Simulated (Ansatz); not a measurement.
## Property card for ZnO

Theory: DFT PBE, scalar-relativistic, plane waves, PAW (Ansatz 0.2.0).

Settings: cutoff 420 eV, Γ-centred mesh 12×12×6 on the computed 4-atom cell, Gaussian smearing of 0.02 eV; no spin polarisation.

The structure is relaxed at this level of theory with its symmetry kept.

The structure is hexagonal, space group P6_3mc (No. 186). Conventional cell: a = 3.279 Å, b = 3.279 Å, c = 5.293 Å, α = 90.00°, β = 90.00°, γ = 120.00°. Zn (site symmetry 3m) has 4 O at 2.00 to 2.01 Å as nearest neighbours. O (site symmetry 3m) has 4 Zn at 2.00 to 2.01 Å as nearest neighbours.

* Volume per atom: 12.33 Å³
* Formation energy from the elements' standard states (uncorrected): -1.424 eV/atom
* Kohn–Sham band gap: 0.74 eV
* Löwdin character of the top 1 eV of the valence band: O 2p 75 %, Zn 3d 23 %
* Löwdin character of the lowest 1 eV of the conduction band: Zn 4s 55 %, O 2p 21 %, O 2s 20 %
* Bader charges (e): Zn (2 in the cell) 1.21, O (2 in the cell) -1.21